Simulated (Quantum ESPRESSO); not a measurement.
Write the native input for Quantum ESPRESSO 7.5 that does the following.

- Task: single point
- Functional: PBE
- Potentials or basis: SG15 PBE 1.2
- Cutoff: 952 eV
- Density cutoff: 3810 eV
- k mesh: 6 × 6 × 6
- Occupations: fermi-dirac, width 0.05 eV
- Spin: no spin polarisation
- Mixing beta: 0.5
- Most SCF iterations: 120
- SCF threshold: 4e-10 Ry

The system is Sn.

```
Sn
1.0
     0.00000    3.23334    3.23334
     3.23334    0.00000    3.23334
     3.23334    3.23334    0.00000
Sn
2
Direct
  0.75000 0.75000 0.75000
  0.50000 0.50000 0.50000
```

This isn't the form of Sn at room conditions, which is tetragonal (white tin).

The input as run:

pw.in

```
&CONTROL
  calculation = 'scf'
  prefix = 'pwscf'
  outdir = './tmp'
  pseudo_dir = './pseudo'
  tprnfor = .true.
  tstress = .true.
  disk_io = 'nowf'
/
&SYSTEM
  ibrav = 0
  nat = 2
  ntyp = 1
  ecutwfc = 70
  nbnd = 21
  occupations = 'smearing'
  smearing = 'fd'
  degauss = 0.00367493
/
&ELECTRONS
  conv_thr = 4d-10
  electron_maxstep = 120
  mixing_beta = 0.5
/
ATOMIC_SPECIES
Sn   118.7100 Sn_ONCV_PBE-1.2.upf
CELL_PARAMETERS angstrom
   0.0000000000    3.2333428000    3.2333428000
   3.2333428000    0.0000000000    3.2333428000
   3.2333428000    3.2333428000    0.0000000000
ATOMIC_POSITIONS crystal
Sn     0.7500000000    0.7500000000    0.7500000000
Sn     0.5000000000    0.5000000000    0.5000000000
K_POINTS automatic
6 6 6 0 0 0
```

Potentials or basis: SG15 PBE 1.2.

Launch:

```bash
$ OMP_NUM_THREADS=1 mpirun -n 2 pw.x -nk 2 -in pw.in > pw.out
```

It gave:

- Pressure: 3.9 GPa
- Band gap on the k mesh: none (metal or under the smearing width)

Run time: 15 s on 2 MPI ranks on Arm Neoverse V1, on a shared host, peak memory 0.18 GiB a rank.
